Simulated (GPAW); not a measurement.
# BaTiO3 (Pm-3m) in GPAW: notebook, part 2 of 2

GPAW 26.7.0. Earlier steps stand in the parts before.

## Step 3: Band structure, GLLB-SC

Contents of run.py:

```python
from ase.dft.bandgap import bandgap
from ase.io import read, write
from gpaw import GPAW, PW

atoms = read('POSCAR')

calc = GPAW(mode=PW(800),
            xc='GLLBSC',
            kpts={'size': (6, 6, 6), 'gamma': True},
            occupations={'name': 'fermi-dirac', 'width': 0.05},
            nbands=36,
            convergence={'density': 1e-05, 'energy': 1e-05},
            maxiter=150,
            txt='gpaw.txt')
atoms.calc = calc
energy = atoms.get_potential_energy()
calc.write('gs.gpw')
write('result.traj', atoms)
print('Fermi level:', round(calc.get_fermi_level(), 4), 'eV')
print(f'Gap: {bandgap(calc)[0]:.4f} eV, direct: {bandgap(calc, direct=True)[0]:.4f} eV')

path = atoms.cell.bandpath('GXMGRX,MR', npoints=80, eps=1e-4)
bs_calc = calc.fixed_density(kpts=path, symmetry='off', nbands=53,
                             convergence={'bands': 'CBM+6.0', 'eigenstates': 1e-6}, txt='bands.txt')
bs = bs_calc.band_structure()
bs.write('bs.json')
print(f'Gap on the path: {bandgap(bs_calc)[0]:.4f} eV')

homo, lumo = bs_calc.get_homo_lumo()
response = calc.hamiltonian.xc.response
dxc_pot = response.calculate_discontinuity_potential(homo, lumo)
ks_gap, dxc = bs_calc.hamiltonian.xc.response.calculate_discontinuity(dxc_pot)
print(f'Kohn-Sham gap {ks_gap:.4f} eV, discontinuity {dxc:.4f} eV, gap {ks_gap + dxc:.4f} eV')
```

Contents of POSCAR:

```
BaTiO3
1.0
    4.0060000000      0.0000000000      0.0000000000
    0.0000000000      4.0060000000      0.0000000000
    0.0000000000      0.0000000000      4.0060000000
Ba Ti O
1 1 3
Direct
    0.5000000000      0.5000000000      0.5000000000
    0.0000000000      0.0000000000      0.0000000000
    0.0000000000      0.0000000000      0.5000000000
    0.0000000000      0.5000000000      0.0000000000
    0.5000000000      0.0000000000      0.0000000000
```

Potentials or basis: the program's PAW data sets (release 1.2.1) made for this functional, pw.

Started as:

```
OMP_NUM_THREADS=1 python run.py
```

Wall time 5 min (1 thread of Arm Neoverse N1, shared host); peak memory 0.58 GiB.

Results (log left out):

| Item | Value |
| --- | --- |
| Band gap on the k mesh with the derivative discontinuity | 3.71 eV |
| Band gap of the Kohn-Sham levels | 2.92 eV |
| Derivative discontinuity | 0.78 eV |

Levels at the corners of the path, in eV from the valence-band top:
```
point  band 18  band 19  band 20  band 21  band 22  band 23
    Γ    -0.04    -0.04    -0.04     2.92     2.92     2.92
    X    -1.46    -0.61    -0.61     3.06     4.44     4.44
    M    -0.65    -0.65    -0.06     4.46     4.46     4.99
    Γ    -0.04    -0.04    -0.04     2.92     2.92     2.92
    R     0.00     0.00     0.00     5.14     5.14     5.14
    X    -1.46    -0.61    -0.61     3.06     4.44     4.44
    M    -0.65    -0.65    -0.06     4.46     4.46     4.99
    R     0.00     0.00     0.00     5.14     5.14     5.14
```

Caveat: the GLLB-SC gap is the Kohn-Sham gap of the path plus the derivative discontinuity; a model potential gives levels but no total energy; spin-orbit coupling is left out, which moves the levels of the heavy elements.

## Step 4: Band structure, LDA, spin-orbit coupling, no magnetisation

Contents of run.py:

```python
import numpy as np
from ase.dft.bandgap import bandgap
from ase.io import read, write
from ase.units import GPa
from gpaw import GPAW, PW
from gpaw.spinorbit import soc_eigenstates

atoms = read('POSCAR')

calc = GPAW(mode=PW(800),
            xc='LDA',
            kpts={'size': (6, 6, 6), 'gamma': True},
            occupations={'name': 'fermi-dirac', 'width': 0.05},
            nbands=36,
            convergence={'density': 1e-05, 'energy': 1e-05},
            maxiter=150,
            txt='gpaw.txt')
atoms.calc = calc
energy = atoms.get_potential_energy()
forces = atoms.get_forces()
stress = atoms.get_stress()
calc.write('gs.gpw')
write('result.traj', atoms)
print(f'Energy: {energy:.6f} eV')
print('Forces (eV/A):')
print(forces.round(4))
print('Stress (GPa):', (stress / GPa).round(3))
print('Fermi level:', round(calc.get_fermi_level(), 4), 'eV')
print(f'Gap: {bandgap(calc)[0]:.4f} eV, direct: {bandgap(calc, direct=True)[0]:.4f} eV')

path = atoms.cell.bandpath('GXMGRX,MR', npoints=60, eps=1e-4)
bs_calc = calc.fixed_density(kpts=path, symmetry='off', nbands=53,
                             convergence={'bands': 'CBM+6.0', 'eigenstates': 1e-6}, txt='bands.txt')
bs = bs_calc.band_structure()
bs.write('bs.json')
print(f'Gap on the path: {bandgap(bs_calc)[0]:.4f} eV')

soc = soc_eigenstates(bs_calc, theta=90, phi=45)
np.savetxt('soc_bands.dat', soc.eigenvalues(), fmt='%.4f')
mesh = soc_eigenstates('gs.gpw', theta=90, phi=45)
np.savetxt('soc_mesh.dat', mesh.eigenvalues(), fmt='%.4f')
print('Fermi level with spin-orbit coupling:', round(mesh.fermi_level, 4), 'eV')
```

POSCAR is that of step 3.

Started as:

```
OMP_NUM_THREADS=1 python run.py
```

Run time: 3.8 min. Hardware: 1 thread of Arm Neoverse N1, shared host; peak memory 0.56 GiB.

It converged, with:

```yaml
Free_energy: -43.7726 eV
Pressure: -7.9 GPa
Band_gap_on_the_k_mesh: 1.67 eV, indirect (least direct gap 1.76 eV)
Band_gap_along_the_path: 1.67 eV, indirect (least direct gap 1.76 eV)
```

Levels at the corners of the path, in eV from the valence-band top:
| point | band 36 | band 37 | band 38 | band 39 | band 40 | band 41 | band 42 | band 43 | band 44 | band 45 |
| --- | --- | --- | --- | --- | --- | --- | --- | --- | --- | --- |
| Γ | -0.24 | -0.08 | -0.08 | -0.08 | -0.08 | 1.67 | 1.67 | 1.67 | 1.67 | 1.70 |
| X | -1.78 | -0.74 | -0.74 | -0.70 | -0.70 | 1.84 | 1.84 | 3.46 | 3.46 | 3.48 |
| M | -0.95 | -0.78 | -0.78 | -0.09 | -0.09 | 3.47 | 3.47 | 3.49 | 3.49 | 3.90 |
| Γ | -0.24 | -0.08 | -0.08 | -0.08 | -0.08 | 1.67 | 1.67 | 1.67 | 1.67 | 1.70 |
| R | -0.02 | 0.00 | 0.00 | 0.00 | 0.00 | 4.15 | 4.15 | 4.15 | 4.15 | 4.16 |
| X | -1.78 | -0.74 | -0.74 | -0.70 | -0.70 | 1.84 | 1.84 | 3.46 | 3.46 | 3.48 |
| M | -0.95 | -0.78 | -0.78 | -0.09 | -0.09 | 3.47 | 3.47 | 3.49 | 3.49 | 3.90 |
| R | -0.02 | 0.00 | 0.00 | 0.00 | 0.00 | 4.15 | 4.15 | 4.15 | 4.15 | 4.16 |

Caveat: spin-orbit coupling was added after a scalar SCF, so levels and gaps hold it while energy, forces, pressure and moments don't; this program's spin-orbit splittings come out too wide for heavy elements. A hybrid or GW would open this gap; LDA tends to underestimate it.

## Step 5: Band structure, LDA+U

Contents of run.py:

```python
from ase.dft.bandgap import bandgap
from ase.io import write
from ase.spacegroup import crystal
from ase.units import GPa
from gpaw import GPAW, PW

# Ba 1b
# Ti 1a
# O 3d
atoms = crystal(['Ba', 'Ti', 'O'],
                basis=[[0.5, 0.5, 0.5],
                       [0.0, 0.0, 0.0],
                       [0.0, 0.0, 0.5]],
                spacegroup=221, setting=1,  # Pm-3m
                cellpar=[4.006, 4.006, 4.006, 90.0, 90.0, 90.0],
                primitive_cell=True)

calc = GPAW(mode=PW(800),
            xc='LDA',
            kpts={'size': (6, 6, 6), 'gamma': True},
            occupations={'name': 'fermi-dirac', 'width': 0.05},
            setups={'Ti': ':d,5.0'},
            nbands=36,
            convergence={'density': 1e-05, 'energy': 1e-05},
            maxiter=150,
            txt='gpaw.txt')
atoms.calc = calc
energy = atoms.get_potential_energy()
forces = atoms.get_forces()
stress = atoms.get_stress()
calc.write('gs.gpw')
write('result.traj', atoms)
print(f'Energy: {energy:.6f} eV')
print('Forces (eV/A):')
print(forces.round(4))
print('Stress (GPa):', (stress / GPa).round(3))
print('Fermi level:', round(calc.get_fermi_level(), 4), 'eV')
print(f'Gap: {bandgap(calc)[0]:.4f} eV, direct: {bandgap(calc, direct=True)[0]:.4f} eV')

path = atoms.cell.bandpath('GXMGRX,MR', npoints=80, eps=1e-4)
bs_calc = calc.fixed_density(kpts=path, symmetry='off', nbands=53,
                             convergence={'bands': 'CBM+6.0', 'eigenstates': 1e-6}, txt='bands.txt')
bs = bs_calc.band_structure()
bs.write('bs.json')
print(f'Gap on the path: {bandgap(bs_calc)[0]:.4f} eV')
```

Started as:

```
OMP_NUM_THREADS=1 python run.py
```

It took 5 min on 1 thread of Arm Neoverse N1, shared host; peak memory 0.57 GiB.

The run converged. Its results:

```yaml
Free_energy: -40.4339 eV
Pressure: -5.7 GPa
Band_gap_on_the_k_mesh: 2.38 eV, indirect (least direct gap 2.58 eV)
Band_gap_along_the_path: 2.38 eV, indirect (least direct gap 2.58 eV)
```

Levels at the corners of the path, in eV from the valence-band top:
| point | band 16 | band 17 | band 18 | band 19 | band 20 | band 21 | band 22 | band 23 | band 24 | band 25 |
| --- | --- | --- | --- | --- | --- | --- | --- | --- | --- | --- |
| Γ | -1.13 | -1.13 | -0.19 | -0.19 | -0.19 | 2.38 | 2.38 | 2.38 | 4.14 | 4.14 |
| X | -1.98 | -1.76 | -1.76 | -0.81 | -0.81 | 2.60 | 4.15 | 4.20 | 4.20 | 6.03 |
| M | -2.66 | -1.96 | -0.89 | -0.89 | -0.08 | 4.23 | 4.23 | 4.68 | 4.92 | 7.77 |
| Γ | -1.13 | -1.13 | -0.19 | -0.19 | -0.19 | 2.38 | 2.38 | 2.38 | 4.14 | 4.14 |
| R | -2.31 | -2.31 | 0.00 | 0.00 | 0.00 | 4.94 | 4.94 | 4.94 | 6.60 | 6.60 |
| X | -1.98 | -1.76 | -1.76 | -0.81 | -0.81 | 2.60 | 4.15 | 4.20 | 4.20 | 6.03 |
| M | -2.66 | -1.96 | -0.89 | -0.89 | -0.08 | 4.23 | 4.23 | 4.68 | 4.92 | 7.77 |
| R | -2.31 | -2.31 | 0.00 | 0.00 | 0.00 | 4.94 | 4.94 | 4.94 | 6.60 | 6.60 |

Caveat: spin-orbit coupling is left out, which moves the levels of the heavy elements.

## Step 6: Overview

| task | level | potentials or basis | spin | U | band path | band points | spin axis theta (degrees) | spin axis phi (degrees) | soc after scf | gap on the mesh (eV) | pressure (GPa) |
| --- | --- | --- | --- | --- | --- | --- | --- | --- | --- | --- | --- |
| single point | TB-mBJ | GPAW PAW data sets for LDA (gpaw-data 1.2.1), pw | off | - | - | - | - | - | - | 2.50 | - |
| band structure | GLLB-SC | the program's PAW data sets (release 1.2.1) made for this functional, pw | off | - | GXMGRX,MR | 80 | - | - | - | 3.71 | - |
| band structure | LDA | the program's PAW data sets (release 1.2.1) made for this functional, pw | SOC, no magnetisation | - | GXMGRX,MR | 60 | 90 | 45 | second variation | 1.67 | -7.9 |
| band structure | LDA+U | the program's PAW data sets (release 1.2.1) made for this functional, pw | off | Ti d U = 5 eV | GXMGRX,MR | 80 | - | - | - | 2.38 | -5.7 |

Alike in all rows: cell as given; k mesh 6 × 6 × 6; cutoff (eV) 800; smearing fermi-dirac 0.05 eV.

Caveats: spin-orbit coupling is left out, which moves the levels of the heavy elements (some runs); a model potential gives levels but no total energy (some runs); the PAW data sets were made with another functional, which shifts forces and pressure a little (some runs); the GLLB-SC gap is the Kohn-Sham gap of the path plus the derivative discontinuity (some runs); spin-orbit coupling was added after a scalar SCF, so levels and gaps hold it while energy, forces, pressure and moments don't (some runs); this program's spin-orbit splittings come out too wide for heavy elements (some runs).

Absolute energies hang on the potentials; compare differences alone.
